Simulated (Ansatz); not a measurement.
System: rock-salt LiI. Method: PBE+SOC (plane waves, PAW; Ansatz, a quantum-chemistry and plane-wave program).

Run with plane-wave cutoff 520 eV, 10×10×10 k mesh, Fermi–Dirac smearing 0.01 eV, PAW data made under PBE.

A third-order Birch–Murnaghan fit to the energies gives V0 = 27.311 Å³/atom, B0 = 19.6 GPa, B′ = 4.5.

| V (Å³/atom) | P (GPa) |
|---|---|
| 25.672 | 1.396 |
| 26.218 | 0.879 |
| 26.765 | 0.415 |
| 27.311 | 0.000 |
| 27.857 | (withheld) |
| 28.403 | (withheld) |
| 28.949 | (withheld) |

Question: Estimate the withheld pressures from this fit; the answers are the runs' own values.

Answer: 
- 27.857, P (GPa): -0.372
- 28.403, P (GPa): -0.706
- 28.949, P (GPa): -1.005

The formula P = (3/2) B0 (x^(7/3) − x^(5/3)) [1 + (3/4)(B′ − 4)(x^(2/3) − 1)] with x = V0/V meets the computed pressures within 0.01 GPa when these rounded values are put in.

Measured, for comparison: bulk modulus 24 GPa (0 K, extrapolated to 0 K; as tabulated in Doll and Stoll (1998), arXiv:cond-mat/9801031). Computed less measured: bulk modulus -18 %.
